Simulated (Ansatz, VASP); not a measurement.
**Two plane-wave programs on Ti**

```
Ti
1.0
     0.00000    2.05710    2.05710
     2.05710    0.00000    2.05710
     2.05710    2.05710    0.00000
Ti
1
Direct
  0.00000 0.00000 0.00000
```

Alike in both runs: functional r2SCAN; k mesh 8 × 8 × 8; occupations gaussian, width 0.1 eV; no spin polarisation.

Ansatz relaxed the structure, and its values are those at the end. VASP's run is a single point on that final structure, the one shown.

```csv
,VASP,Ansatz
version,VASP 6.6.1,Ansatz 0.2.0
potentials or method,"VASP PAW PBE potentials, release 64 (Ti_sv)","scalar-relativistic, plane waves, PAW"
plane-wave cutoff (eV),520,500
valence electrons in the cell,12,12
```

|  | VASP | Ansatz | Ansatz less VASP |
| --- | --- | --- | --- |
| gap on the k mesh at the Fermi level (eV) | none | none | - |
| pressure (GPa) | 0.3 | -0.1 | -0.41 |

A gap of «none» marks a metal or a gap that the smearing closes. With one functional, cell and mesh, what is left measures potentials, basis and numerics. Ansatz warned: «negative_readings_unjudged».

Caveats: the PAW data sets were made with another functional, which shifts forces and pressure a little (VASP).
